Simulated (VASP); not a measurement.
A run of VASP 6.6.1:

File INCAR:

```
ALGO = Fast
EDIFF = 1E-6
EDIFFG = -0.01
ENCUT = 600
GGA = CA
IBRION = 2
ISIF = 3
ISMEAR = -1
LASPH = T
LCHARG = F
LREAL = F
LWAVE = F
NELM = 80
NSW = 60
PREC = Accurate
PSTRESS = 100
SIGMA = 0.05
```

The input KPOINTS:

```
k-points
0
Gamma
  10 10 10
```

POSCAR

```
HfB
1.0
    0.0000000000      2.3100000000      2.3100000000
    2.3100000000      0.0000000000      2.3100000000
    2.3100000000      2.3100000000      0.0000000000
Hf B
1 1
Direct
    0.5000000000      0.5000000000      0.5000000000
    0.0000000000      0.0000000000      0.0000000000
```

Potentials or basis: VASP PAW LDA potentials, release 64 (Hf_pv, B).

Run with:

```sh
$ cat potpaw_LDA.64/Hf_pv/POTCAR potpaw_LDA.64/B/POTCAR > POTCAR
$ mpirun -np 1 vasp_std > vasp.out
```

Hardware: 1 thread of Intel(R) Xeon(R) Platinum 8488C (Sapphire Rapids) (shared host).

**Question.** Estimate the wall time of this run.

**Answer.** Run time: 29 s on 1 thread of Intel(R) Xeon(R) Platinum 8488C (Sapphire Rapids), with other jobs on the host, peak memory 0.15 GiB. Counts: scf iterations 42, k points 47, ion steps 4.
